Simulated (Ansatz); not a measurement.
**Two Ansatz runs on TaN**

The cell is COD entry 1538016, as deposited and not checked against the literature; nothing was relaxed.

First run: DFT, PBE, all-electron PAW with datasets made for the crystal, scalar-relativistic (Ansatz 0.2.0).

Command: `ansatz run input.yaml --threads 1 --pin off --max-ram 2048MiB --backend cpu --events-out ev --progress --plain --runs-dir out` The run took 31 s on 1 thread of Intel(R) Xeon(R) Platinum 8259CL CPU @ 2.50GHz (Skylake/Cascade Lake), with other jobs on the host, peak memory 0.78 GiB.

```yaml
crystal:
  lattice:
    - [2.9379988584, 0.0, 0.0]
    - [-1.4689994292, 2.5443816477, 0.0]
    - [0.0, 0.0, 2.883]
  atoms:
    - { symbol: Ta, position: [0.3333333333, 0.6666666667, 0.5] }
    - { symbol: "N", position: [0.0, 0.0, 0.0] }
kpoints:
  mp_grid: { grid: [12, 12, 10] }
scf:
  occupations: { method: fermi_dirac, width: 0.02 }
hamiltonian:
  xc: pbe
  pseudopotentials: { kind: all_electron, datasets: crystal, nuclear_model: point }
output:
  forces: true
  stress: true
  eigenvalues: true
  efg: { contact_densities: true }
```

Result: converged; pressure 4.84 GPa; no gap on the k mesh; 9 SCF iterations.

Spin–orbit coupling is left out, though it moves levels of the heavy atoms by tenths of an eV or more.

The input is then changed:

```diff
@@ -12,5 +12,5 @@
   occupations: { method: fermi_dirac, width: 0.02 }
 hamiltonian:
-  xc: pbe
+  xc: revpbe
   pseudopotentials: { kind: all_electron, datasets: crystal, nuclear_model: point }
 output:
```

Task: What does the second run give?

Result: It converged; pressure 8.27 GPa; no gap on the k mesh; 9 SCF iterations.

The results part of its log:

```
SCF 1 converged in 9 iterations: F = -426131.948159 eV  dr2 = 9.04e-9
  Residual-converged pass: ⟨swp⟩=3.0  Hψ=5943  notcnv=0  max |occ|·‖R‖ = 5.1e-6 eV (tolerance 5.3e-6 eV)  dr2=8.53e-9  dr2_onsite=3.40e-9  max |Δocc| = 2.1e-10
  greatest PAW one-centre occupation: 1.000 electrons in one spin orbital (limit 2), on the Ta atom at site 0 (counted from 0), in its partial waves of l = 3
SCF converged after 9 iterations
Free energy (F): -426131.948159 eV
Harris-Foulkes:  -426131.948159 eV  (|F-HF|=5.59e-9)
Internal energy: -426131.948077 eV  (E = F + TS)
E sigma→0 (E₀):  -426131.948118 eV
Entropy (-TS):   -0.000083 eV (-0.041 meV/atom)
Past the cutoff: the bands carry plane waves up to 1.75 times it, of which those up to 1.5 times it add -0.000284 eV an atom, each by itself; the spheres take 0.000164 eV an atom off the energy for waves past 1.75 times it
By the cutoff:   a pressure is off by up to 0.007 GPa (1.2 times the spheres' own share and the shells' term, over an atom's volume, and 0.004 GPa: a bound that held against runs at twice the plane waves)
Past the cutoffs: a stress includes 0.0023 GPa for waves and charges beyond them, in addition to the slope of what the spheres take
In the spheres:  the bands' charges fall short by 8.9e-7 e at most (sound up to 1e-3)
Fermi energy:    25.636493 eV
--- Per-component energies (eV) ---
  The terms above E_closure are by the made datasets' own strengths, without shells solved beside the bands.
--- Forces (eV/Å), atoms counted from 1 ---
  atom   1  Ta    -0.00000000     0.00000000     0.00000000
  atom   2  N      0.00000000     0.00000000     0.00000000
  max |Σ_I F_I| component: 7.40e-17 eV/Å
--- Stress (GPa, compression-positive) ---
        7.719935       0.000000       0.000000
        0.000000       7.719935       0.000000
        0.000000       0.000000       9.373321
  P = ⅓ Tr σ = 8.2711 GPa (82.711 kbar)
--- PAW observables at the nuclei: V_zz in 10²¹ V/m², potentials from the cell's mean, atoms counted from 1 ---
  atom   1  Ta V_zz =    +5.857640   η = 0.0000   by run symmetry: allowed
            electrostatic potential = -14506.467540 V   contact ρ = 9444713.193872 e/Å³
  atom   2  N  V_zz =    +0.109041   η = 0.0000   by run symmetry: allowed
            electrostatic potential = -529.699885 V   contact ρ = 1418.478423 e/Å³
--- Band table (eV; the first three rows and the last of 114) ---
  k-point 0: bands = ["-42.9942", "-9.2978", "-9.0432", "-9.0432", "5.2991", "5.3178", "5.3178", "5.3231", "5.3231", "5.3370", "5.4074", "7.7407", "20.9592", "20.9592", "21.3284", "22.5939", "27.7116", "29.1111", "29.1111", "29.5623"]
  k-point 1: bands = ["-42.9894", "-9.3921", "-9.0355", "-9.0355", "5.3024", "5.3157", "5.3157", "5.3265", "5.3265", "5.3315", "5.4074", "7.9419", "20.5941", "21.0410", "21.0410", "23.2062", "28.0350", "28.0350", "28.0739", "30.2714"]
  k-point 2: bands = ["-42.9769", "-9.6321", "-9.0153", "-9.0153", "5.3078", "5.3111", "5.3111", "5.3189", "5.3346", "5.3346", "5.4075", "8.4953", "19.2457", "21.2585", "21.2585", "24.4298", "26.8306", "26.8306", "28.9556", "30.4058"]
  k-point 113: bands = ["-42.8610", "-9.9242", "-9.6549", "-9.5874", "5.2720", "5.3189", "5.3198", "5.3363", "5.3365", "5.3440", "5.3859", "9.7779", "17.3205", "18.9664", "21.6160", "25.1545", "29.9948", "30.5689", "32.2487", "33.1046"]
```
